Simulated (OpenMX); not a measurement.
The system is MgB2.

```
CELL_PARAMETERS angstrom
3.08500 0.00000 0.00000
-1.54250 2.67169 0.00000
0.00000 0.00000 3.52300
ATOMIC_POSITIONS crystal
Mg 0.00000 0.00000 0.00000
B 0.66667 0.33333 0.50000
B 0.33333 0.66667 0.50000
```

Base run:

* Program: OpenMX 3.8.5
* Functional: PBE
* Potentials or basis: OpenMX 2013 PBE set, Mg7.0-s3p2, B7.0-s2p2, grid cutoff 500 Ry
* k mesh: 11 × 11 × 9
* Occupations: fermi-dirac, width 0.05 eV
* Spin: no spin polarisation

Its results: pressure 1.6 GPa; largest force 0.008 eV/Å.

Task: After a change of settings the same cell gave: pressure -6.9 GPa; largest force 0.008 eV/Å. Which change was it?
A. potentials or basis from OpenMX 2013 PBE set, Mg7.0-s3p2, B7.0-s2p2, grid cutoff 500 Ry to OpenMX 2013 PBE set, Mg7.0-s3p2d1, B7.0-s2p2d1, grid cutoff 500 Ry
B. potentials or basis from OpenMX 2013 PBE set, Mg7.0-s3p2, B7.0-s2p2, grid cutoff 500 Ry to OpenMX 2013 PBE set, Mg7.0-s3p2d2, B7.0-s3p2d2, grid cutoff 500 Ry
C. functional from PBE to LDA; potentials or basis from OpenMX 2013 PBE set, Mg7.0-s3p2, B7.0-s2p2, grid cutoff 500 Ry to OpenMX 2013 LDA set, Mg7.0-s3p2d1, B7.0-s2p2d1, grid cutoff 500 Ry

Result: C.

Caveats: the basis of atomic orbitals isn't converged, which shifts pressures, moduli and gaps.

Not every run made on this cell is shown here.
